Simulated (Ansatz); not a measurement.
Write the native input for Ansatz 0.2.0 that does the following.

* Task: band structure
* Functional: PBEsol
* Potentials or basis: all-electron LAPW, scalar-relativistic
* Cutoff: 283 eV (chosen from the basis error)
* Basis error allowed: 0.001 eV/atom
* k mesh: 8 × 8 × 8
* Occupations: fermi-dirac, width 0.05 eV
* Spin: no spin polarisation

Crystal: InAs.

```
CELL_PARAMETERS angstrom
0.00000 3.01800 3.01800
3.01800 0.00000 3.01800
3.01800 3.01800 0.00000
ATOMIC_POSITIONS crystal
In 0.00000 0.00000 0.00000
As 0.75000 0.75000 0.75000
```

These files were run (other wordings do the same):

input.yaml

```yaml
crystal:
  lattice:
    - [0.0, 3.018, 3.018]
    - [3.018, 0.0, 3.018]
    - [3.018, 3.018, 0.0]
  atoms:
    - { symbol: In, position: [0.0, 0.0, 0.0] }
    - { symbol: As, position: [0.75, 0.75, 0.75] }
kpoints:
  mp_grid: { grid: [8, 8, 8] }
  band_path:
    path:
      - [0.0, 0.0, 0.0]
      - [0.5, 0.0, 0.5]
      - [0.5, 0.25, 0.75]
      - [0.375, 0.375, 0.75]
      - [0.0, 0.0, 0.0]
      - [0.5, 0.5, 0.5]
      - [0.625, 0.25, 0.625]
      - [0.5, 0.25, 0.75]
    npoints: 8
scf:
  occupations: { method: fermi_dirac, width: 0.05 }
hamiltonian:
  xc: pbesol
  pseudopotentials: { kind: all_electron, lapw: { basis_error: 0.001 } }
output:
  forces: true
  stress: true
  eigenvalues: true
```

Potentials or basis: all-electron LAPW, scalar-relativistic.

Run with:

```bash
$ ansatz run input.yaml --threads 1 --pin off --max-ram 3072MiB --backend cpu --events-out ev --progress --plain --runs-dir out
```

It gave:

The pressure is 1.5 GPa and the band gap along the path is none (metal or under the smearing width).

Caveat: spin-orbit coupling is left out, which moves the levels of the heavy elements; this crystal is a semiconductor, whose small gap the functional closes, so the metal is an error of the method.

Wall time 37 s on 1 thread of Intel(R) Xeon(R) Processor @ 2.50GHz (Skylake/Cascade Lake) (shared host), peak memory 0.33 GiB.
